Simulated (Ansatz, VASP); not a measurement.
# Two plane-wave programs on C

```xyz
3
Lattice="2.6197 0.0000 0.0000 0.0000 2.6197 0.0000 0.0000 0.0000 2.6197" Properties=species:S:1:pos:R:3 pbc="T T T"
C     0.0000    1.3099    1.3099
C     1.3099    0.0000    1.3099
C     1.3099    1.3099    0.0000
```

The cell was built by a generator and needn't be a form met in nature.

Alike in both runs: task relaxation of cell and atoms; functional PBE; k mesh 10 × 10 × 10; occupations fermi-dirac, width 0.05 eV; no spin polarisation.

```csv
,VASP,Ansatz
version,VASP 6.6.1,Ansatz 0.2.0
potentials or method,"VASP PAW PBE potentials, release 64 (C)",Ansatz PAW
plane-wave cutoff (eV),600,420
valence electrons in the cell,12,12
```

Ansatz gave:

* gap on the k mesh at the Fermi level, each at its own relaxed structure (eV): none
* relaxed volume (Å³/atom): 6.09
* relaxed cell length with the largest relative difference (Å): 2.634

Q: Which values does VASP return?

A: gap on the k mesh at the Fermi level, each at its own relaxed structure (eV): none; relaxed volume (Å³/atom): 6.08; relaxed cell length with the largest relative difference (Å): 2.632.

A gap of «none» marks a metal or a gap that the smearing closes.

Caveats: the plane-wave basis is chosen anew once the cell has moved, so the energies of steps on either side of that aren't comparable (Ansatz); the pressure holds a Pulay correction of +0.9 GPa for the finite cutoff (Ansatz).
